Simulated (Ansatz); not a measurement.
# Br under changes of volume

One of the cells (33.988 Å³/atom); the others are scaled copies at fixed shape and fractional positions:

```
CELL_PARAMETERS angstrom
3.36325 -2.32255 0.00000
3.36325 2.32255 0.00000
0.00000 0.00000 8.70230
ATOMIC_POSITIONS crystal
Br 0.36510 0.63490 0.39010
Br 0.13490 0.86510 0.89010
Br 0.63490 0.36510 0.60990
Br 0.86510 0.13490 0.10990
```

```yaml
Program: Ansatz 0.2.0
Functional: PBEsol
Potentials_or_basis: all-electron LAPW, scalar-relativistic
Cutoff: 348 eV (chosen from the basis error)
Basis_error_allowed: 0.001 eV/atom
k_mesh: 7 × 7 × 3
Occupations: fermi-dirac, width 0.05 eV
Spin: no spin polarisation
```

```tsv
volume (Å³/atom)	energy over the lowest point (meV/atom)	pressure (GPa)	gap on the mesh (eV)	largest force (eV/Å)
31.949	13.29	2.1	2.04	1.495
32.629	6.01	1.4	1.97	1.217
33.308	1.70	0.7	1.91	0.960
33.988	0.00	0.1	1.85	0.722
34.668	?	?	?	?
35.348	3.34	-0.9	1.73	0.303
36.028	7.89	-1.3	1.67	0.144
```

**Question.** What does the run at 34.668 Å³/atom give?

**Answer.** Energy over the lowest point 0.64 meV/atom; pressure -0.4 GPa; gap on the mesh 1.79 eV; largest force 0.502 eV/Å.

Worked out: A Birch-Murnaghan fit of order 3 (a polynomial in V^(-2/3)) to the other rows has its minimum at 34.13 Å³/atom with B0 = V·E''(V) = 27 GPa and B' = 4.9 at fixed shape and positions, which overstates the stiffness. It gives 0.63 meV/atom at 34.668 Å³/atom, against the run's 0.64, and -dE/dV = -0.4 GPa, against -0.4. A straight line through the other rows of the gap, of slope -3.05 eV per unit of ln V, gives 1.79 eV, against the run's 1.79.

Energies are extrapolated to zero smearing.

Caveats: an odd mesh through Γ misses points on the zone boundary, where band edges often lie; forces of over 1 eV/Å show positions far from the minimum, so gaps and moduli don't describe the material at rest (some runs). Spin-orbit coupling on Br is left out.
